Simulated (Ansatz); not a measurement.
# InSb: the cost of one run

Method: DFT PBE, scalar-relativistic, plane waves, PAW, in Ansatz 0.2.0.

4 further runs of the same task are left out: 4 set aside as unsound or not needed.

**1. The system as given**

It takes space group Fm-3m (No. 225, cubic). Conventional cell: a = 6.150 Å, b = 6.150 Å, c = 6.150 Å, α = 90.00°, β = 90.00°, γ = 90.00°. In (site symmetry m-3m) is surrounded by 6 Sb at 3.08 Å. Sb (site symmetry m-3m) has 6 In at 3.08 Å as nearest neighbours.

Coordinates:

```xyz
6
Lattice="3.0751 -3.0751 0.0000 3.0751 0.0000 -3.0751 6.1503 6.1503 6.1503" Properties=species:S:1:pos:R:3 pbc="T T T"
In    6.1503    3.0751    3.0751
In    6.1503    0.0000    0.0000
In    3.0751   -3.0751    0.0000
Sb    9.2254    3.0751    3.0751
Sb    6.1503    0.0000    3.0751
Sb    3.0751    0.0000    0.0000
```

It goes back to an entry of the Materials Project, which need not be the stable form.

It is built from the cell relaxed beforehand with the same method (29.08 Å³/atom).

**2. The reference: the undisturbed cell on the scan's mesh**

File input.yaml:

```yaml
crystal:
  lattice:
    - [3.0751386619, -3.0751386619, 0.0]
    - [3.0751386619, 0.0, -3.0751386619]
    - [6.1502773237, 6.1502773237, 6.1502773237]
  atoms:
    - { symbol: In, position: [0.3333333333, 0.3333333333, 0.6666666667] }
    - { symbol: In, position: [0.6666666667, 0.6666666667, 0.3333333333] }
    - { symbol: In, position: [1.0, 0.0, 0.0] }
    - { symbol: Sb, position: [0.6666666667, 0.6666666667, 0.8333333333] }
    - { symbol: Sb, position: [1.0, 0.0, 0.5] }
    - { symbol: Sb, position: [0.3333333333, 0.3333333333, 0.1666666667] }
basis:
  ecutwfc: 420
kpoints:
  mp_grid: { grid: [16, 16, 6] }
hamiltonian:
  xc: pbe
scf:
  occupations: { method: gaussian, width: 0.15 }
output:
  forces: true
  stress: true
  eigenvalues: true
  write_density: true
  write_potential: true
  elf: true
  volumetric_format: npy
```

Launch:

```console
ansatz run input.yaml --threads 2 --pin off --max-ram 5120MiB --backend cpu --events-out ev --progress --plain --runs-dir out
```

What time and memory should one allow on 2 threads of Arm Neoverse V2, shared host?

About 45 s, with a peak of 1.1 GiB.
